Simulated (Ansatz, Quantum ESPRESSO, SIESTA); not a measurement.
Ge: 3 runs at one level of theory

```
Ge
1.0
     3.99759    0.00000    0.00000
    -1.99879    3.46201    0.00000
     0.00000    0.00000    6.59938
Ge
4
Direct
  0.33333 0.66667 0.93710
  0.66667 0.33333 0.43710
  0.33333 0.66667 0.56290
  0.66667 0.33333 0.06290
```

This isn't the form of Ge at room conditions, which is diamond.

Alike in all runs: task band structure; functional LDA; k mesh 8 × 8 × 4; occupations fermi-dirac, width 0.05 eV; no spin polarisation; no spin-orbit coupling. A missing gap at this level doesn't show that the real crystal is a metal. LDA stands for any of its common fits. Pressure is positive in compression and, in plane waves, holds the error of the finite cutoff.

```tsv
program and potentials	plane-wave cutoff (eV)	notes	band gap (eV)	pressure (GPa)
Quantum ESPRESSO, GBRV 1.5 LDA	612	-	no gap	-2.13
Ansatz, all-electron LAPW, scalar-relativistic	-	-	?	?
SIESTA, files PseudoDojo sr-lda-0.4.1-standard, DZP (energy shift 0.003 Ry; two zetas on semicore shells)	-	atomic basis	no gap	-0.87
```

Problem. Estimate from the other rows what the run with Ansatz, all-electron LAPW, scalar-relativistic gave.

Solution. No band gap; pressure -1.90 GPa. The other rows, which needn't bracket it: pressure -2.13 to -0.87.
